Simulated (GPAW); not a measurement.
TaS2, 3 atoms in the cell. The structure is trigonal, space group P-3m1 (No. 164). Conventional cell: a = 3.350 Å, b = 3.350 Å, c = 5.860 Å, α = 90.00°, β = 90.00°, γ = 120.00°. Ta (site symmetry -3m) has 6 S at 2.43 Å as nearest neighbours. Around S (site symmetry 3m) lie 3 Ta at 2.43 Å. 

- Program: GPAW 26.7.0
- Task: band structure
- Functional: vdW-DF-cx
- Potentials or basis: GPAW PAW data sets (gpaw-data 1.2.1)
- Cutoff: 600 eV
- Basis: pw
- k mesh: 7 × 7 × 4
- Occupations: fermi-dirac, width 0.05 eV
- Spin: spin-orbit coupling, no magnetisation
- Maxiter: 150
- Band path: GMKGALHA,LM,KH
- Band points: 60
- spin axis theta (degrees): 0
- spin axis phi (degrees): 0
- Soc after scf: second variation

Potentials or basis: GPAW PAW data sets (gpaw-data 1.2.1), pw.

Launch:

```console
$ OMP_NUM_THREADS=1 python run.py
```

Hardware: 1 thread of Arm Neoverse V2, with other jobs on the host.

Estimate the wall time of this run.

It took 49 s on 1 thread of Arm Neoverse V2 (shared host), peak memory 0.35 GiB. Counts: scf iterations 15, plane waves 1931, bands 25, k points 28.
